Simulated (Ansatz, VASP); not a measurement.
## Ru: VASP beside Ansatz

INCAR

```
PREC = Accurate
ENCUT = 520
EDIFF = 1E-6
ISMEAR = -1
SIGMA = 0.1
LREAL = F
LASPH = T
NELM = 100
ALGO = Normal
ISIF = 2
LWAVE = F
LCHARG = T
GGA = B5
ALDAX = 1.0
AGGAX = 1.0
AGGAC = 1.0
ALDAC = 0.0
LELF = T
LVHAR = T
NBANDS = 28
```

File KPOINTS:

```
Automatic mesh
0
Gamma
  10 10 13
```

The input POSCAR:

```
Ru
1.0
    4.2132325792      0.0000000000      0.0000000000
   -2.1066162896      3.6487664456      0.0000000000
    0.0000000000      0.0000000000      2.6578523574
Ru
3
Direct
    0.0000000000      0.0000000000      0.0000000000
    0.3333333333      0.6666666667      0.5000000000
    0.6666666667      0.3333333333      0.5000000000
```

Input for Ansatz:

```yaml
crystal:
  lattice:
    - [4.2132325792, 0.0, 0.0]
    - [-2.1066162896, 3.6487664456, 0.0]
    - [0.0, 0.0, 2.6578523574]
  atoms:
    - { symbol: Ru, position: [0.0, 0.0, 0.0] }
    - { symbol: Ru, position: [0.3333333333, 0.6666666667, 0.5] }
    - { symbol: Ru, position: [0.6666666667, 0.3333333333, 0.5] }
hamiltonian:
  xc: blyp
  pseudopotentials:
    kind: paw
    azcp:
      Ru: "pseudopotentials/Ru.paw.azcp"
basis:
  ecutwfc: 420
  fft_grid_basis: typed
kpoints:
  mp_grid: { grid: [10, 10, 13], shift: [0, 0, 0] }
magnetization:
  spin_polarized: false
scf:
  occupations: { method: fermi_dirac, width: 0.1 }
  lower_state_search: "off"
output:
  stress: true
```

Alike in both runs: task single point; functional BLYP; k mesh 10 × 10 × 13; occupations fermi-dirac, width 0.1 eV; no spin polarisation.

|  | VASP | Ansatz |
| --- | --- | --- |
| version | VASP 6.6.1 | Ansatz 0.2.0 |
| potentials or method | VASP PAW PBE potentials, release 64 (Ru_pv) | plane waves (420 eV) with PAW, scalar-relativistic |
| plane-wave cutoff (eV) | 520 | 420 |
| valence electrons in the cell | 42 | 48 |

|  | VASP | Ansatz | Ansatz less VASP |
| --- | --- | --- | --- |
| pressure (GPa) | 26.7 | 25.8 | -0.95 |
| largest component of the traceless stress (GPa) | 2.32 | 2.08 | -0.241 |

With one functional, cell and mesh, what is left measures potentials, basis and numerics. The two sets of potentials don't hold the same shells in valence.

Caveats: so large a pressure means that the cell lies far from this level's equilibrium, or that cutoff or potentials fall short (VASP); the potentials were made for another functional, which shifts forces and pressure (VASP).
